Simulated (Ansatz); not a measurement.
**Hg (R-3m): electronic heat capacity and spin susceptibility from the density of states**

Level of theory: Ansatz, DFT PBE, scalar-relativistic, plane waves, PAW.

Cutoff 420 eV; k points 12×12×12 on the computed 1-atom cell (Γ-centred); Gaussian smearing, width 0.10 eV; no spin polarisation.

Relaxed cell: R-3m, a = 4.214 Å, b = 4.214 Å, c = 5.758 Å, α = 90.00°, β = 90.00°, γ = 120.00°, 1 atom in the primitive cell.

The density of states at the Fermi level is 0.304 states/eV in the cell of 1 atom (1 formula unit; both spins, tetrahedra on a 18×18×18 mesh).

Problem. What Sommerfeld coefficient and Pauli susceptibility does this give?

Solution. Per formula unit N(E_F) = 0.304 states/eV. γ = (π²/3) k_B² N(E_F) N_A = 2.357 mJ/(mol K²) per state/eV, so γ = 0.7 mJ/(mol K²), a mole of formula units. χ_P = μ_B² N(E_F) N_A = 3.23×10⁻⁵ emu/mol per state/eV gives 1.0×10⁻⁵ emu/mol. This is the bare band result: a measured γ of the same phase is as a rule larger by a factor 1 + λ from phonons and spin fluctuations, the spin part of χ is larger by the Stoner factor, and a measured χ also holds orbital and core terms. N(E_F) at one energy is sensitive to the mesh where the density of states has sharp peaks.

Spin-orbit coupling is left out, which matters for the bands of heavy elements.